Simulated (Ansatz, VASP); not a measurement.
**KI in VASP and in Ansatz**

Contents of INCAR:

```
SYSTEM = KI
  PREC = Accurate
  ENCUT = 520
  EDIFF = 1E-7
  ISMEAR = 0
  SIGMA = 0.01
  LREAL = .False.
  LASPH = .True.
  NELM = 80
  ALGO = Normal
  ISIF = 2
  LWAVE = .False.
  LCHARG = .True.
  GGA = PE
  LELF = .True.
  LVHAR = .True.
  NBANDS = 15
```

The input KPOINTS:

```
Automatic mesh
0
Gamma
  6 6 6
  0 0 0
```

The input POSCAR:

```
KI
1.0
    4.2513799398      0.0000000000      0.0000000000
    0.0000000000      4.2513799398      0.0000000000
    0.0000000000      0.0000000000      4.2513799398
K I
1 1
Direct
    0.0000000000      0.0000000000      0.0000000000
    0.5000000000      0.5000000000      0.5000000000
```

Input for Ansatz:

```yaml
crystal:
  lattice:
    - [4.2513799398, 0.0, 0.0]
    - [0.0, 4.2513799398, 0.0]
    - [0.0, 0.0, 4.2513799398]
  atoms:
    - { symbol: K, position: [0.0, 0.0, 0.0] }
    - { symbol: I, position: [0.5, 0.5, 0.5] }
kpoints:
  mp_grid: { grid: [6, 6, 6] }
hamiltonian:
  xc: pbe
scf:
  occupations: { method: fixed }
  n_extra_bands: 4
output:
  forces: true
  stress: true
  eigenvalues: true
```

Alike in both runs: task single point; functional PBE; k mesh 6 × 6 × 6; no spin polarisation.

|  | VASP | Ansatz |
| --- | --- | --- |
| version | VASP 6.6.1 | Ansatz 0.2.0 |
| potentials or method | VASP PAW PBE potentials, release 64 (K_sv, I) | plane waves, PAW |
| plane-wave cutoff (eV) | 520 | 420 |
| occupations | gaussian, width 0.01 eV | fixed |
| valence electrons in the cell | 16 | 26 |

Ansatz gave:

| Quantity | Value |
| --- | --- |
| gap on the k mesh at the Fermi level (eV) | 3.41 |
| pressure (GPa) | 0.9 |

Estimate VASP's values.

gap on the k mesh at the Fermi level (eV): 3.40; pressure (GPa): 0.9.

The two sets of potentials don't hold the same shells in valence.

Caveats: spin-orbit coupling is left out, which moves the levels of the heavy elements. PBE gaps usually lie below the measured ones, often by a third to a half. A k mesh can miss the band edges.
